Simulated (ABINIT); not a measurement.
# Fe (Fmmm) in ABINIT: settings compared

Aim: see how the results for Fe move with the level of theory and the settings. Levels: LDA, PBEsol, BLYP. Tasks: band structure.

Everything below comes from runs of ABINIT 10.8.3 (patched build). Logs are shortened: lines on timing, memory, paths and dates and some standing lists are left out, and cuts for length are marked. The log counts tension as positive stress, the text compression.

### 1 The crystal as given

It takes space group Fmmm (No. 69, orthorhombic). The conventional cell has a = 2.997 Å, b = 3.883 Å, c = 3.930 Å, α = 90.00°, β = 90.00°, γ = 90.00°. Around Fe (site symmetry mmm) lie 12 Fe at 2.45 to 2.76 Å.

### 2 Band structure, LDA, collinear spin, ferromagnetic start

run.abi reads:

```
# Datasets: ground state, then fixed potential
ndtset 2

# Pseudopotentials
pp_dirpath "./"
pseudos "Fe.GGA_PBE-ansatz.xml"

# Structure
acell 5.2205685297 4.6699410662 4.6349071117
rprim
     0.0000000000     0.7028652530     0.7113230181
     0.6063546897     0.0000000000     0.7951943098
     0.6109379536     0.7916784807     0.0000000000
ntypat 1
znucl 26
natom 1
typat 1
xred
     0.0000000000     0.0000000000     0.0000000000
chkprim 0
chksymtnons 0
tolsym 1.0e-6

# Plane-wave basis
ecut 489.804952 eV
pawecutdg 36.0
pawovlp 30

# Exchange and correlation
ixc 7

# Bands and occupations
occopt 3
tsmear 0.05 eV

# Spin
nsppol 2
spinat
     0.0000000000     0.0000000000     3.0000000000

# SCF cycle
nstep 100

# Output
iomode 3
prtwf 0
prteig 0
prtebands 0
prtden1 1

# Dataset 1
kptopt1 1
ngkpt1 13 13 13
nshiftk1 1
shiftk1 0.0 0.0 0.0
nband1 13
tolvrs1 1.0e-9

# Dataset 2: bands along G-Y-C-D-X-G-Z-D1-H-C
iscf2 -2
getden2 1
nband2 19
nbdbuf2 4
tolwfr2 1.0e-11
kptopt2 -9
ndivsm2 5
prteig2 1
prtvol2 -3
kptbounds2
     0.0000000000     0.0000000000     0.0000000000
     0.5000000000     0.0000000000     0.5000000000
     0.5000000000     0.2464806240     0.7464806240
     0.0742892414     0.5000000000     0.5742892414
     0.0000000000     0.5000000000     0.5000000000
     0.0000000000     0.0000000000     0.0000000000
     0.5000000000     0.5000000000     0.0000000000
     0.9257107586     0.5000000000     0.4257107586
     0.9239121170     0.4239121170     0.5000000000
     0.5000000000     0.2464806240     0.7464806240
```

Potentials or basis: Ansatz PAW PBE default generated set, frozen core.

On the command line:

```sh
abinit run.abi > log 2>&1
```

run.abo:

```text
[... set-up lines left out ...]
 ETOT  1  -124.16573118039    -1.242E+02 5.062E+00 1.783E+01 1.580E+00 1.580E+00
 ETOT  2  -124.48277762401    -3.170E-01 7.982E-01 3.504E+01 6.670E-01 2.247E+00
 ETOT  3  -124.49942584908    -1.665E-02 2.134E-01 1.958E+01 2.097E-01 2.038E+00
 ETOT  4  -124.51359542101    -1.417E-02 2.697E-01 3.340E+00 5.508E-02 2.093E+00
 ETOT  5  -124.52657796574    -1.298E-02 2.036E-01 2.822E+00 8.828E-05 2.093E+00
 ETOT  6  -124.52575374174     8.242E-04 3.501E-02 7.097E-02 5.491E-02 2.148E+00
 ETOT  7  -124.52573543861     1.830E-05 1.372E-02 6.223E-03 1.897E-03 2.150E+00
 ETOT  8  -124.52573858251    -3.144E-06 1.311E-02 1.568E-03 4.735E-03 2.154E+00
 ETOT  9  -124.52577401957    -3.544E-05 2.661E-03 3.563E-03 4.271E-03 2.159E+00
 ETOT 10  -124.52577328285     7.367E-07 7.054E-03 4.524E-06 4.643E-04 2.158E+00
 ETOT 11  -124.52577334240    -5.956E-08 1.137E-03 9.632E-06 1.462E-04 2.158E+00
 ETOT 12  -124.52577333466     7.737E-09 3.093E-03 9.036E-07 5.928E-05 2.158E+00
 ETOT 13  -124.52577333435     3.142E-10 5.093E-04 6.448E-08 2.895E-05 2.158E+00
 ETOT 14  -124.52577333430     5.214E-11 1.223E-03 6.435E-09 9.552E-06 2.158E+00
 ETOT 15  -124.52577333429     4.960E-12 4.578E-04 4.267E-11 4.004E-06 2.158E+00

 At SCF step   15       nres2   =  4.27E-11 < tolvrs=  1.00E-09 =>converged.

 Cartesian components of stress tensor (hartree/bohr^3)
  sigma(1 1)=  8.22414531E-04  sigma(3 2)=  1.29386856E-12
  sigma(2 2)=  5.15549887E-04  sigma(3 1)= -3.76517391E-12
  sigma(3 3)=  5.65797982E-04  sigma(2 1)=  2.11366328E-12

--- !ResultsGS
iteration_state: {dtset: 1, }
comment   : Summary of ground state results
lattice_vectors:
- [  0.0000000,   3.6693562,   3.7135106, ]
- [  2.8316407,   0.0000000,   3.7135106, ]
- [  2.8316407,   3.6693562,   0.0000000, ]
lattice_lengths: [   5.22057,    4.66994,    4.63491, ]
lattice_angles: [ 68.257,  56.190,  55.553, ] # degrees, (23, 13, 12)
lattice_volume:   7.7168965E+01
convergence: {deltae:  4.960E-12, res2:  4.267E-11, residm:  4.578E-04, diffor: null, }
etotal    :  -1.24525773E+02
entropy   :   0.00000000E+00
fermie    :   3.50427642E-01
cartesian_stress_tensor: # hartree/bohr^3
- [  8.22414531E-04,   2.11366328E-12,  -3.76517391E-12, ]
- [  2.11366328E-12,   5.15549887E-04,   1.29386856E-12, ]
- [ -3.76517391E-12,   1.29386856E-12,   5.65797982E-04, ]
pressure_GPa:  -1.8670E+01
xred      :
- [  0.0000E+00,   0.0000E+00,   0.0000E+00, Fe]
cartesian_forces: # hartree/bohr
- [ -0.00000000E+00,  -0.00000000E+00,  -0.00000000E+00, ]
force_length_stats: {min:   0.00000000E+00, max:   0.00000000E+00, mean:   0.00000000E+00, }
...

 Integrated electronic and magnetization densities in atomic spheres:
 ------------------------------------------------------------------------------------------------------------
 Radius=ratsph(iatom), smearing ratsm=  0.0000. Diff(up-dn)=approximate z local magnetic moment.
    Atom    Radius    up_density   dn_density  Total(up+dn)  Diff(up-dn)
    1 Fe   2.63806     9.111843     6.953597     16.065439     2.158246
 ------------------------------------------------------------------------------------------------------------
  Sum:                 9.111843     6.953597     16.065439     2.158246
 Total magnetization (from the atomic spheres):                2.158246
 Total magnetization (exact up - dn):                          2.142934

================================================================================

 ----iterations are completed or convergence reached----

 Mean square residual over all n,k,spin=   22.351E-08; max=  45.777E-05
 reduced coordinates (array xred) for    1 atoms
       0.000000000000      0.000000000000      0.000000000000
 rms dE/dt=  0.0000E+00; max dE/dt=  0.0000E+00; dE/dt below (all hartree)
    1       0.000000000000      0.000000000000      0.000000000000

 cartesian coordinates (angstrom) at end:
    1      0.00000000000000     0.00000000000000     0.00000000000000

 cartesian forces (hartree/bohr) at end:
    1     -0.00000000000000    -0.00000000000000    -0.00000000000000
[... 2092 lines left out ...]
  1.6003E+00
 Non-SCF case, kpt    3 (  0.02941  0.00000  0.02941), residuals and eigenvalues=
[... 1929 lines left out ...]
  1.29E-12  1.62E-12  1.07E-12  1.82E-12  7.35E-12  7.56E-12  2.97E-12  1.82E-11
  1.53E-09  5.90E-09  5.88E-07
 -2.7639E+00 -1.5355E+00 -1.5346E+00 -1.5336E+00  2.7491E-01  2.8132E-01
  2.8736E-01  4.0586E-01  4.1655E-01  6.8341E-01  6.9605E-01  7.2227E-01
  7.6490E-01  1.6299E+00  1.6995E+00  1.7539E+00  1.7839E+00  1.8381E+00
  1.8468E+00
 Non-SCF case, kpt  245 (  0.50000  0.24648  0.74648), residuals and eigenvalues=
  8.60E-12  8.95E-13  4.26E-12  4.30E-12  3.84E-12  5.50E-12  6.56E-12  9.82E-12
  1.54E-12  3.96E-12  3.52E-12  1.53E-12  8.15E-12  4.48E-12  5.86E-12  3.93E-11
  9.10E-09  3.06E-08  2.54E-07
 -2.7639E+00 -1.5352E+00 -1.5343E+00 -1.5343E+00  2.7520E-01  2.8267E-01
  2.8567E-01  4.0590E-01  4.1667E-01  6.9215E-01  6.9495E-01  7.1531E-01
  7.6258E-01  1.6517E+00  1.6794E+00  1.7554E+00  1.8096E+00  1.8205E+00
  1.8386E+00

--- !ResultsGS
iteration_state: {dtset: 2, }
comment   : Summary of ground state results
lattice_vectors:
- [  0.0000000,   3.6693562,   3.7135106, ]
- [  2.8316407,   0.0000000,   3.7135106, ]
- [  2.8316407,   3.6693562,   0.0000000, ]
lattice_lengths: [   5.22057,    4.66994,    4.63491, ]
lattice_angles: [ 68.257,  56.190,  55.553, ] # degrees, (23, 13, 12)
lattice_volume:   7.7168965E+01
convergence: {deltae:  0.000E+00, res2:  0.000E+00, residm:  9.993E-12, diffor:  0.000E+00, }
etotal    :  -1.24525773E+02
entropy   :   0.00000000E+00
fermie    :   3.50427642E-01
cartesian_stress_tensor: null
pressure_GPa: null
xred      :
- [  0.0000E+00,   0.0000E+00,   0.0000E+00, Fe]
cartesian_forces: null
force_length_stats: {min: null, max: null, mean: null, }
...

 Integrated electronic and magnetization densities in atomic spheres:
 ------------------------------------------------------------------------------------------------------------
 Radius=ratsph(iatom), smearing ratsm=  0.0000. Diff(up-dn)=approximate z local magnetic moment.
    Atom    Radius    up_density   dn_density  Total(up+dn)  Diff(up-dn)
    1 Fe   2.63806     9.111843     6.953597     16.065439     2.158246
 ------------------------------------------------------------------------------------------------------------
  Sum:                 9.111843     6.953597     16.065439     2.158246
 Total magnetization (from the atomic spheres):                2.158246
 Total magnetization (exact up - dn):                          2.142934

================================================================================

 ----iterations are completed or convergence reached----

 Mean square residual over all n,k,spin=   40.188E-13; max=  99.933E-13
 reduced coordinates (array xred) for    1 atoms
       0.000000000000      0.000000000000      0.000000000000

 cartesian coordinates (angstrom) at end:
    1      0.00000000000000     0.00000000000000     0.00000000000000
 length scales=  5.220568529700  4.669941066200  4.634907111700 bohr
              =  2.762605892000  2.471226386817  2.452687216500 angstroms
 Eigenvalues (hartree) for nkpt= 245  k points, SPIN UP:
 kpt#   1, nband= 19, wtk=  1.00000, kpt=  0.0000  0.0000  0.0000 (reduced coord)
  -2.85719   -1.61432   -1.61398   -1.61369    0.03359    0.25886    0.26257    0.27602
   0.30501    0.32021    1.19881    1.25360    1.26302    1.42283    1.46174    1.46799
   1.48529    1.48817    1.56898
 kpt#   2, nband= 19, wtk=  1.00000, kpt=  0.0147  0.0000  0.0147 (reduced coord)
  -2.85718   -1.61434   -1.61399   -1.61373    0.03395    0.25905    0.26245    0.27600
   0.30504    0.32011    1.19861    1.25280    1.26118    1.42200    1.45580    1.46324
   1.48618    1.50048    1.56711
 kpt#   3, nband= 19, wtk=  1.00000, kpt=  0.0294  0.0000  0.0294 (reduced coord)
  -2.85716   -1.61438   -1.61399   -1.61383    0.03501    0.25962    0.26210    0.27595
   0.30514    0.31981    1.19804    1.25035    1.25580    1.41978    1.43715    1.46745
   1.48883    1.51942    1.54323
 kpt#   4, nband= 19, wtk=  1.00000, kpt=  0.0441  0.0000  0.0441 (reduced coord)
  -2.85713   -1.61444   -1.61400   -1.61399    0.03678    0.26057    0.26152    0.27585
   0.30531    0.31931    1.19711    1.24624    1.24727    1.41696    1.41789    1.47321
   1.49323    1.52245    1.53919
 kpt#   5, nband= 19, wtk=  1.00000, kpt=  0.0588  0.0000  0.0588 (reduced coord)
[... 948 lines left out ...]
  -2.85402   -1.62281   -1.62220   -1.61970    0.21979    0.22827    0.24004    0.31701
   0.32844    0.62902    0.64434    0.69758    0.76442    1.56660    1.71146    1.72925
   1.73553    1.84642    1.87430
 kpt# 243, nband= 19, wtk=  1.00000, kpt=  0.5242  0.2566  0.7324 (reduced coord)
  -2.85403   -1.62251   -1.62194   -1.62027    0.22158    0.22849    0.23811    0.31697
   0.32865    0.63699    0.65122    0.69336    0.74753    1.59326    1.70774    1.73677
   1.74261    1.84018    1.85126
 kpt# 244, nband= 19, wtk=  1.00000, kpt=  0.5121  0.2516  0.7394 (reduced coord)
  -2.85403   -1.62221   -1.62167   -1.62084    0.22275    0.22931    0.23616    0.31693
   0.32880    0.64557    0.65760    0.68385    0.73814    1.61813    1.68762    1.73818
   1.77202    1.82925    1.83254
 kpt# 245, nband= 19, wtk=  1.00000, kpt=  0.5000  0.2465  0.7465 (reduced coord)
  -2.85403   -1.62189   -1.62147   -1.62135    0.22320    0.23079    0.23421    0.31691
   0.32888    0.65474    0.65710    0.67589    0.73583    1.64004    1.66755    1.74020
   1.79579    1.81346    1.82450
 Eigenvalues (hartree) for nkpt= 245  k points, SPIN DOWN:
 kpt#   1, nband= 19, wtk=  1.00000, kpt=  0.0000  0.0000  0.0000 (reduced coord)
  -2.76736   -1.52655   -1.52616   -1.52603    0.04734    0.32433    0.32930    0.34653
   0.38814    0.40898    1.20444    1.26019    1.27029    1.44496    1.47558    1.49803
   1.51761    1.52067    1.60244
 kpt#   2, nband= 19, wtk=  1.00000, kpt=  0.0147  0.0000  0.0147 (reduced coord)
  -2.76735   -1.52656   -1.52620   -1.52604    0.04770    0.32454    0.32916    0.34650
   0.38817    0.40885    1.20437    1.25955    1.26862    1.44399    1.47712    1.48660
   1.51841    1.53219    1.60026
 kpt#   3, nband= 19, wtk=  1.00000, kpt=  0.0294  0.0000  0.0294 (reduced coord)
  -2.76733   -1.52660   -1.52631   -1.52604    0.04877    0.32515    0.32875    0.34641
   0.38828    0.40848    1.20416    1.25758    1.26371    1.44139    1.46833    1.48152
   1.52077    1.55068    1.57633
 kpt#   4, nband= 19, wtk=  1.00000, kpt=  0.0441  0.0000  0.0441 (reduced coord)
  -2.76729   -1.52667   -1.52650   -1.52605    0.05055    0.32618    0.32806    0.34625
   0.38847    0.40787    1.20381    1.25423    1.25593    1.43792    1.44924    1.48798
   1.52469    1.55495    1.57014
 kpt#   5, nband= 19, wtk=  1.00000, kpt=  0.0588  0.0000  0.0588 (reduced coord)
[... 812 lines left out ...]
  -2.76204   -1.54006   -1.53776   -1.53625    0.23158    0.23861    0.42272    0.42466
   0.43394    0.66123    0.73286    0.76319    0.92846    1.01440    1.16303    1.73141
   1.99261    2.02711    2.13478
 kpt# 209, nband= 19, wtk=  1.00000, kpt=  0.9242  0.4348  0.4894 (reduced coord)
  -2.76205   -1.54000   -1.53786   -1.53611    0.23229    0.23929    0.41941    0.42316
   0.43482    0.66473    0.73500    0.75431    0.92936    1.02076    1.16800    1.72508
   1.98993    2.00607    2.14192
 kpt# 210, nband= 19, wtk=  1.00000, kpt=  0.9239  0.4239  0.5000 (reduced coord)
  -2.76208   -1.53990   -1.53795   -1.53597    0.23335    0.24027    0.41547    0.42101
   0.43522    0.66985    0.73434    0.74603    0.93042    1.02888    1.17585    1.71676
   1.98388    1.98395    2.13869
 kpt# 211, nband= 19, wtk=  1.00000, kpt=  0.9118  0.4188  0.5070 (reduced coord)
  -2.76212   -1.53977   -1.53804   -1.53578    0.23486    0.24167    0.41005    0.41845
   0.43527    0.67591    0.72705    0.74260    0.93256    1.03905    1.18716    1.70530
   1.95700    1.97796    2.12721
 kpt# 212, nband= 19, wtk=  1.00000, kpt=  0.
```

Run time: 2.1 min. Hardware: 1 thread of Arm Neoverse V2, shared host; peak memory 0.2 GiB.

What came out:

```
Free energy            : -3388.5189 eV
Pressure               : -18.7 GPa
Band gap on the k mesh : none (metal or under the smearing width)
Net moment             : 2.14 μB per cell
Site moments           : Fe +2.16 μB
```

Levels at the corners of the path, in eV from the Fermi level:
Spin up:
```
point  band 6  band 7  band 8  band 9  band 10  band 11  band 12  band 13
    Γ   -2.49   -2.39   -2.02   -1.24    -0.82    23.09    24.58    24.83
    Y   -3.76   -0.69   -0.63    0.48     0.89     7.92    16.69    17.99
    C   -3.26   -3.16   -0.91   -0.59     8.28     8.34     8.86    10.49
    D   -4.62   -0.16   -0.13    0.14     8.13     9.82    10.13    14.59
    X   -4.72    0.02    0.13    0.23     7.62    10.65    10.66    14.40
    Γ   -2.49   -2.39   -2.02   -1.24    -0.82    23.09    24.58    24.83
    Z   -3.79   -0.65   -0.58    0.42     0.67     7.65    16.91    18.22
   D1   -4.62   -0.16   -0.13    0.14     8.13     9.82    10.13    14.59
    H   -4.61   -0.22   -0.17    0.24     8.14     9.81    10.17    14.59
    C   -3.26   -3.16   -0.91   -0.59     8.28     8.34     8.86    10.49
```
Spin down:
| point | band 5 | band 6 | band 7 | band 8 | band 9 | band 10 |
| --- | --- | --- | --- | --- | --- | --- |
| Γ | -8.25 | -0.71 | -0.57 | -0.11 | 1.03 | 1.59 |
| Y | -3.70 | -2.16 | 1.27 | 1.62 | 1.75 | 2.57 |
| C | -2.05 | -1.84 | -1.76 | 1.51 | 1.80 | 9.30 |
| D | -3.18 | -3.01 | 1.85 | 1.93 | 2.23 | 8.68 |
| X | -3.31 | -3.10 | 2.16 | 2.21 | 2.29 | 8.09 |
| Γ | -8.25 | -0.71 | -0.57 | -0.11 | 1.03 | 1.59 |
| Z | -3.72 | -2.21 | 1.05 | 1.68 | 1.81 | 2.54 |
| D1 | -3.18 | -3.01 | 1.85 | 1.93 | 2.23 | 8.68 |
| H | -3.19 | -3.00 | 1.77 | 1.92 | 2.31 | 8.69 |
| C | -2.05 | -1.84 | -1.76 | 1.51 | 1.80 | 9.30 |

Caveat: the PAW data sets were made with another functional, which shifts forces and pressure a little; the atomic spheres overlap.

### 3 Band structure, PBEsol, collinear spin, ferromagnetic start

Edit run.abi of step 2 so:

```diff
@@ -26,2 +26,3 @@
 pawecutdg 36.0
+pawxcdev 0
 pawovlp 30
@@ -29,3 +30,3 @@
 # Exchange and correlation
-ixc 7
+ixc -116133
```

Potentials or basis: Ansatz PAW PBE default generated set, frozen core.

On the command line:

```sh
abinit run.abi > log 2>&1
```

Wall time 2.7 min (1 thread of Arm Neoverse V2, shared host); peak memory 0.34 GiB.

The run converged. Its results:

| Property | Result |
| --- | --- |
| Free energy | -3383.7785 eV |
| Pressure | -10.5 GPa |
| Band gap on the k mesh | none (metal or under the smearing width) |
| Net moment | 2.18 μB per cell |
| Site moments | Fe +2.19 μB |

Stress tensor (GPa, compression positive):
```
-15.69   0.00   0.00
  0.00  -7.18   0.00
  0.00   0.00  -8.55
```

Levels at the corners of the path, in eV from the Fermi level:
Spin up:
```tsv
point	band 6	band 7	band 8	band 9	band 10	band 11	band 12	band 13
Γ	-2.48	-2.39	-2.04	-1.31	-0.92	23.10	24.59	24.85
Y	-3.75	-0.76	-0.72	0.47	0.91	7.92	16.71	18.09
C	-3.25	-3.15	-1.00	-0.67	8.29	8.35	8.85	10.56
D	-4.66	-0.19	-0.13	0.13	8.18	9.86	10.18	14.55
X	-4.77	-0.01	0.11	0.22	7.68	10.71	10.72	14.34
Γ	-2.48	-2.39	-2.04	-1.31	-0.92	23.10	24.59	24.85
Z	-3.77	-0.73	-0.66	0.40	0.69	7.65	16.93	18.32
D1	-4.66	-0.19	-0.13	0.13	8.18	9.86	10.18	14.55
H	-4.66	-0.24	-0.20	0.23	8.19	9.85	10.21	14.55
C	-3.25	-3.15	-1.00	-0.67	8.29	8.35	8.85	10.56
```
Spin down:
```tsv
point	band 3	band 4	band 5	band 6	band 7	band 8	band 9	band 10	band 11	band 12
Γ	-51.18	-51.17	-8.36	-0.64	-0.49	0.00	1.22	1.83	23.02	24.56
Y	-51.36	-51.19	-3.66	-2.10	1.13	1.82	1.95	2.65	9.32	16.92
C	-51.39	-51.39	-2.03	-1.83	-1.75	1.75	2.01	9.23	9.31	9.86
D	-51.47	-51.46	-3.07	-2.91	1.91	2.04	2.31	8.62	10.40	10.69
X	-51.48	-51.45	-3.20	-3.00	2.27	2.30	2.36	8.01	11.07	11.08
Γ	-51.18	-51.17	-8.36	-0.64	-0.49	0.00	1.22	1.83	23.02	24.56
Z	-51.34	-51.20	-3.68	-2.16	0.91	1.88	2.02	2.62	9.06	17.16
D1	-51.47	-51.46	-3.07	-2.91	1.91	2.04	2.31	8.62	10.40	10.69
H	-51.49	-51.44	-3.07	-2.90	1.85	2.02	2.38	8.63	10.40	10.72
C	-51.39	-51.39	-2.03	-1.83	-1.75	1.75	2.01	9.23	9.31	9.86
```

Caveat: the PAW data sets were made with another functional, which shifts forces and pressure a little; the atomic spheres overlap.

### 4 Band structure, BLYP, collinear spin, ferromagnetic start

Edit run.abi of step 3 so:

```diff
@@ -30,3 +30,3 @@
 # Exchange and correlation
-ixc -116133
+ixc -106131
```

On the command line:

```sh
abinit run.abi > log 2>&1
```

It took 2.6 min on 1 thread of Arm Neoverse V2, shared host; peak memory 0.34 GiB.

The run converged. Its results:

```
Free energy            : -3385.3058 eV
Pressure               : 6.9 GPa
Band gap on the k mesh : none (metal or under the smearing width)
Net moment             : 2.14 μB per cell
Site moments           : Fe +2.16 μB
```

Stress tensor (GPa, compression positive):
```
 1.27  0.00  0.00
 0.00 10.50  0.00
 0.00  0.00  8.90
```

Levels at the corners of the path, in eV from the Fermi level:
Spin up:
| point | band 6 | band 7 | band 8 | band 9 | band 10 | band 11 | band 12 | band 13 |
| --- | --- | --- | --- | --- | --- | --- | --- | --- |
| Γ | -2.47 | -2.38 | -2.04 | -1.34 | -0.95 | 23.46 | 24.95 | 25.19 |
| Y | -3.72 | -0.78 | -0.75 | 0.48 | 1.18 | 8.02 | 16.97 | 18.14 |
| C | -3.18 | -3.08 | -1.04 | -0.70 | 8.50 | 8.56 | 9.08 | 10.54 |
| D | -4.62 | -0.19 | -0.11 | 0.13 | 8.36 | 10.04 | 10.34 | 14.82 |
| X | -4.72 | -0.01 | 0.12 | 0.23 | 7.86 | 10.88 | 10.88 | 14.64 |
| Γ | -2.47 | -2.38 | -2.04 | -1.34 | -0.95 | 23.46 | 24.95 | 25.19 |
| Z | -3.74 | -0.76 | -0.69 | 0.41 | 0.95 | 7.75 | 17.19 | 18.37 |
| D1 | -4.62 | -0.19 | -0.11 | 0.13 | 8.36 | 10.04 | 10.34 | 14.82 |
| H | -4.61 | -0.22 | -0.20 | 0.24 | 8.37 | 10.03 | 10.38 | 14.82 |
| C | -3.18 | -3.08 | -1.04 | -0.70 | 8.50 | 8.56 | 9.08 | 10.54 |
Spin down:
```
point  band 4  band 5  band 6  band 7  band 8  band 9  band 10  band 11
    Γ  -51.27   -8.22   -0.77   -0.62   -0.12    1.20     1.81    23.25
    Y  -51.29   -3.64   -2.20    1.32    1.76    1.92     2.51     9.32
    C  -51.49   -2.04   -1.86   -1.79    1.72    1.97     9.32     9.40
    D  -51.56   -3.02   -2.87    1.79    1.92    2.18     8.70    10.49
    X  -51.55   -3.15   -2.97    2.15    2.17    2.23     8.10    11.15
    Γ  -51.27   -8.22   -0.77   -0.62   -0.12    1.20     1.81    23.25
    Z  -51.30   -3.67   -2.26    1.09    1.82    1.98     2.49     9.06
   D1  -51.56   -3.02   -2.87    1.79    1.92    2.18     8.70    10.49
    H  -51.53   -3.02   -2.86    1.73    1.91    2.25     8.71    10.48
    C  -51.49   -2.04   -1.86   -1.79    1.72    1.97     9.32     9.40
```

Caveat: the PAW data sets were made with another functional, which shifts forces and pressure a little; the atomic spheres overlap.

### 5 The runs side by side

| level | gap on the mesh (eV) | pressure (GPa) | moment (μB) |
| --- | --- | --- | --- |
| LDA | none | -18.7 | 2.14 |
| PBEsol | none | -10.5 | 2.18 |
| BLYP | none | 6.9 | 2.14 |

Alike in all rows: task band structure; potentials or basis Ansatz PAW PBE default generated set, frozen core; spin collinear, ferromagnetic start; cell as given; k mesh 13 × 13 × 13; cutoff (eV) 490; smearing fermi-dirac 0.05 eV.

Every run on the cell as given and a fine mesh finds a metal. The pressure there spans -18.7 GPa (LDA) to 6.9 GPa (BLYP); a positive pressure means that this level wants a larger cell, a negative one a smaller.

Caveats: the PAW data sets were made with another functional, which shifts forces and pressure a little; the atomic spheres overlap.

Total energies depend on the potentials used, so only differences within one code and one set of settings carry meaning.
